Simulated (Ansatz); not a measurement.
MoP:

```
CELL_PARAMETERS angstrom
3.22300 0.00000 0.00000
-1.61150 2.79120 0.00000
0.00000 0.00000 3.19100
ATOMIC_POSITIONS crystal
Mo 0.00000 0.00000 0.00000
P 0.33333 0.66667 0.50000
```

| Item | Value |
| --- | --- |
| Program | Ansatz 0.2.0 |
| Task | relaxation of cell and atoms |
| Functional | PBEsol |
| Dispersion | D4 |
| Potentials or basis | all-electron LAPW, scalar-relativistic |
| Basis error allowed | 0.001 eV/atom |
| k mesh | 10 × 10 × 8 |
| Occupations | fermi-dirac, width 0.05 eV |
| Spin | no spin polarisation |

At the start: volume 14.35 Å³/atom.

Q: Where does the relaxation end?

A: Over 5 steps the energy falls by 10.1 meV/atom and the volume is 13.91 Å³/atom (-3.1 %); space group P-6m2 (No. 187, to 0.05 Å).

The path:
```csv
step,energy change (eV),largest force (eV/Å),volume (Å³)
1,0.0000,0.0000,28.71
2,-0.0170,0.0000,27.53
3,-0.0201,0.0000,27.84
4,-0.0203,0.0000,27.83
5,-0.0203,0.0000,27.83
```

Final structure:
```xyz
2
Lattice="3.1875 0.0000 0.0000 -1.5938 2.7605 0.0000 0.0000 0.0000 3.1626" Properties=species:S:1:pos:R:3 pbc="T T T"
Mo    0.0000    0.0000    0.0000
P     0.0000    1.8403    1.5813
```
